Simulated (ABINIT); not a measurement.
# Si2Mo (I4/mmm) in ABINIT: reference runs

Aim: a first look at Si2Mo with PBEsol, on the cell as given.

Everything below comes from runs of ABINIT 10.8.3 (patched build). Logs are shortened: lines on timing, memory, paths and dates and some standing lists are left out, and cuts for length are marked. The log counts tension as positive stress, the text compression.

## Step 1: Starting point

The structure is tetragonal, space group I4/mmm (No. 139). Conventional cell: a = 3.200 Å, b = 3.200 Å, c = 7.861 Å, α = 90.00°, β = 90.00°, γ = 90.00°. Mo (site symmetry 4/mmm) has 10 Si at 2.62 Å as nearest neighbours. Si (site symmetry 4mm) has 5 Si at 2.61 to 2.63 Å and 5 Mo at 2.62 Å as nearest neighbours.

## Step 2: Single point, PBEsol

run.abi reads:

```
# Pseudopotentials
pp_dirpath "./"
pseudos "Mo.upf, Si.upf"

# Structure
acell 3*1.0
rprim
    -3.0235617994     3.0235617994     7.4275685328
     3.0235617994    -3.0235617994     7.4275685328
     3.0235617994     3.0235617994    -7.4275685328
ntypat 2
znucl 42 14
natom 3
typat 1 2 2
xred
     0.0000000000     0.0000000000     0.0000000000
     0.6670000000     0.6670000000     0.0000000000
     0.3330000000     0.3330000000     0.0000000000

# Plane-wave basis
ecut 1088.455450 eV

# k points
kptopt 1
ngkpt 12 12 12
nshiftk 1
shiftk 0.0 0.0 0.0

# Exchange and correlation
ixc -116133

# Bands and occupations
nband 15
occopt 3
tsmear 0.00183747

# SCF cycle
nstep 100
tolvrs 1.0e-10

# Output
iomode 3
prtwf 0
prtden 0
prteig 0
prtebands 0
enunit 2
```

Potentials or basis: PseudoDojo NC SR PBEsol v0.4.1 standard.

The run is started by

```console
abinit run.abi > log 2>&1
```

run.abo:

```text
.Version 10.8.3 of ABINIT
 Symmetries : space group I4/m m m (#139); Bravais tI (body-center tetrag.)
================================================================================
 Values of the parameters that define the memory need of the present run
     intxc =       0    ionmov =       0      iscf =       7    lmnmax =       6
     lnmax =       6     mgfft =      50  mpssoang =       3    mqgrid =    3001
     natom =       3  nloc_mem =       1    nspden =       1   nspinor =       1
    nsppol =       1      nsym =      16    n1xccc =    2501    ntypat =       2
    occopt =       3   xclevel =       2
       mpw =        3306          nfft =      125000          nkpt =         163
================================================================================
================================================================================

--------------------------------------------------------------------------------
------------- Echo of variables that govern the present computation ------------
--------------------------------------------------------------------------------
 -outvars: echo values of preprocessed input variables --------
            acell      1.0000000000E+00  1.0000000000E+00  1.0000000000E+00 Bohr
              amu      9.59400000E+01  2.80855000E+01
             ecut      4.00000000E+01 Hartree
           enunit           2
                       outvar_i_n : Printing only first  50 k-points.
              ixc     -116133
                       outvar_i_n : Printing only first  50 k-points.
         kptrlatt       12    0    0      0   12    0      0    0   12
          kptrlen      7.25654832E+01
            natom           3
            nband          15
            ngfft          50      50      50
             nkpt         163
            nstep         100
             nsym          16
           ntypat           2
                       prtocc : prtvol=0, do not print more k-points.
           occopt           3
           prtden           0
        prtebands           0
           prteig           0
            prtwf           0
            rprim     -3.0235617994E+00  3.0235617994E+00  7.4275685328E+00
                       3.0235617994E+00 -3.0235617994E+00  7.4275685328E+00
                       3.0235617994E+00  3.0235617994E+00 -7.4275685328E+00
          spgroup         139
           tolvrs      1.00000000E-10
           tsmear      1.83747000E-03 Hartree
            typat      1  2  2
                       outvars : Printing only first  50 k-points.
           xangst      0.0000000000E+00  0.0000000000E+00  0.0000000000E+00
                       1.3376319501E-16 -9.8898455640E-17  5.2432869964E+00
                       3.8556339167E-17 -2.1150104970E-17  2.6177129982E+00
            xcart      0.0000000000E+00  0.0000000000E+00  0.0000000000E+00
                       2.5277580429E-16 -1.8689099543E-16  9.9083764228E+00
[... 117 lines left out ...]
    2       0.046648070388      0.046648070388     -0.046648070388
    3      -0.046648070388     -0.046648070388      0.046648070388

 cartesian coordinates (angstrom) at end:
    1      0.00000000000000     0.00000000000000     0.00000000000000
    2      0.00000000000000    -0.00000000000000     5.24328699641353
    3      0.00000000000000    -0.00000000000000     2.61771299820946

 cartesian forces (hartree/bohr) at end:
    1     -0.00000000000000    -0.00000000000000    -0.00000000000000
    2     -0.00000000000000    -0.00000000000000    -0.00628039582297
    3      0.00000000000000     0.00000000000000     0.00628039582297
 frms,max,avg= 2.9606070E-03 6.2803958E-03   0.000E+00  0.000E+00  0.000E+00 h/b

 cartesian forces (eV/Angstrom) at end:
    1     -0.00000000000000    -0.00000000000000    -0.00000000000000
    2     -0.00000000000000    -0.00000000000000    -0.32295093800557
    3      0.00000000000000     0.00000000000000     0.32295093800557
 frms,max,avg= 1.5224053E-01 3.2295094E-01   0.000E+00  0.000E+00  0.000E+00 e/A
 length scales=  1.000000000000  1.000000000000  1.000000000000 bohr
              =  0.529177210544  0.529177210544  0.529177210544 angstroms
 Fermi (or HOMO) energy (hartree) =   0.47154   Average Vxc (hartree)=  -0.45757
 Eigenvalues (hartree) for nkpt= 163  k points:
 kpt#   1, nband= 15, wtk=  0.00058, kpt=  0.0000  0.0000  0.0000 (reduced coord)
  -1.75789   -0.80939   -0.80562   -0.80562   -0.02329    0.23775    0.34410    0.35898
   0.37358    0.37358    0.48665    0.58447    0.58523    0.60517    0.60535
      occupation numbers for kpt#   1
   2.00000    2.00000    2.00000    2.00000    2.00000    2.00000    2.00000    2.00000
   2.00000    2.00000    0.00054    0.00000    0.00000    0.00000    0.00000
 prteigrs : prtvol=0 or 1, do not print more k-points.

 Fermi (or HOMO) energy (eV) =  12.83118   Average Vxc (eV)= -12.45115
 Eigenvalues (   eV  ) for nkpt= 163  k points:
 kpt#   1, nband= 15, wtk=  0.00058, kpt=  0.0000  0.0000  0.0000 (reduced coord)
 -47.83465  -22.02460  -21.92210  -21.92210   -0.63378    6.46949    9.36341    9.76821
  10.16571   10.16571   13.24239   15.90427   15.92496   16.46760   16.47252
 prteigrs : prtvol=0 or 1, do not print more k-points.

--- !EnergyTerms
iteration_state     : {dtset: 1, }
comment             : Components of total free energy in Hartree
kinetic             :  2.56684361400690E+01
hartree             :  1.50013848729549E+01
xc                  : -1.35158379559901E+01
Ewald energy        : -6.27502804585548E+01
psp_core            :  2.56598058629235E+00
local_psp           : -5.54914058487391E+01
non_local_psp       :  9.71610705557827E+00
internal            : -7.88056156083895E+01
'-kT*entropy'       : -8.18025341085923E-05
total_energy        : -7.88056974109236E+01
total_energy_eV     : -2.14441227063255E+03
band_energy         : -4.25467926296625E+00
...

 Cartesian components of stress tensor (hartree/bohr^3)
  sigma(1 1)=  7.72932228E-05  sigma(3 2)=  0.00000000E+00
  sigma(2 2)=  7.72932228E-05  sigma(3 1)=  0.00000000E+00
  sigma(3 3)=  1.20672146E-04  sigma(2 1)=  0.00000000E+00

-Cartesian components of stress tensor (GPa)         [Pressure= -2.6995E+00 GPa]
- sigma(1 1)=  2.27404512E+00  sigma(3 2)=  0.00000000E+00
- sigma(2 2)=  2.27404512E+00  sigma(3 1)=  0.00000000E+00
- sigma(3 3)=  3.55029710E+00  sigma(2 1)=  0.00000000E+00

== END DATASET(S) ==============================================================
================================================================================

 -outvars: echo values of variables after computation  --------
            acell      1.0000000000E+00  1.0000000000E+00  1.0000000000E+00 Bohr
           etotal     -7.8805697411E+01
            fcart     -2.8912057933E-19 -2.8912057933E-19 -2.8912057933E-19
                      -2.4303633721E-19 -2.4303633721E-19 -6.2803958230E-03
                       5.3215691654E-19  5.3215691654E-19  6.2803958230E-03
            rprim     -3.0235617994E+00  3.0235617994E+00  7.4275685328E+00
                       3.0235617994E+00 -3.0235617994E+00  7.4275685328E+00
                       3.0235617994E+00  3.0235617994E+00 -7.4275685328E+00
           strten      7.7293222761E-05  7.7293222761E-05  1.2067214575E-04
                       0.0000000000E+00  0.0000000000E+00  0.0000000000E+00
           xangst      0.0000000000E+00  0.0000000000E+00  0.0000000000E+00
                       1.3376319501E-16 -9.8898455640E-17  5.2432869964E+00
                       3.8556339167E-17 -2.1150104970E-17  2.6177129982E+00
             xred      0.0000000000E+00  0.0000000000E+00  0.0000000000E+00
                       6.6700000000E-01  6.6700000000E-01  1.0895231060E-17
                       3.3300000000E-01  3.3300000000E-01  5.4394481902E-18
 Calculation completed.
```

It took 5 min on 1 thread of Intel Xeon 6975P-C (Granite Rapids), shared host; peak memory 0.21 GiB.

What came out:

- Free energy: -2144.4123 eV
- Pressure: -2.7 GPa
- Largest force: 0.323 eV/Å
- Band gap on the k mesh: none (metal or under the smearing width)
- Valence electrons inside the program's atomic spheres: Mo 10.59; Si 1.78

Forces on the atoms (eV/Å):
```
Mo   0.000  0.000  0.000
Si   0.000  0.000 -0.323
Si   0.000  0.000  0.323
```
